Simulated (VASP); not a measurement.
Runs of VASP 6.6.1 on ZnS (Wurtzite-2H). The structure is hexagonal, space group P6_3mc (No. 186). Conventional cell: a = 3.811 Å, b = 3.811 Å, c = 6.234 Å, α = 90.00°, β = 90.00°, γ = 120.00°. Around Zn (site symmetry 3m) lie 4 S at 2.31 to 2.40 Å. Around S (site symmetry 3m) lie 4 Zn at 2.31 to 2.40 Å. 

```tsv
level	gap on the mesh (eV)	pressure (GPa)	relaxed volume (Å³/atom)	largest force (eV/Å)
RPBE+D3	2.38	0.0	19.64	-
PBEsol+D4	2.23	-0.1	(b)	-
RPBE+D4	(c)	0.0	19.33	-
revPBE+D4	2.41	0.0	19.28	-
RPBE+D3(BJ)	2.74	0.0	18.17	-
revPBE+D3(BJ)	2.41	0.0	19.22	0.01
revPBE+D3	2.41	0.0	19.27	-
PBEsol+rVV10	(a)	-0.1	19.19	0.01
```

Alike in all rows: task relaxation of cell and atoms; potentials or basis VASP PAW PBE potentials, release 64 (Zn, S); no spin polarisation; cell relaxed; k mesh 8 × 8 × 5; cutoff (eV) 600; smearing fermi-dirac 0.05 eV.

Problem. Estimate the missing entries.

Solution. (a) 2.15; (b) 18.94; (c) 2.44.

Caveats: the PAW data sets were made with another functional, which shifts forces and pressure a little.

Runs at the PBE level aren't shown here.
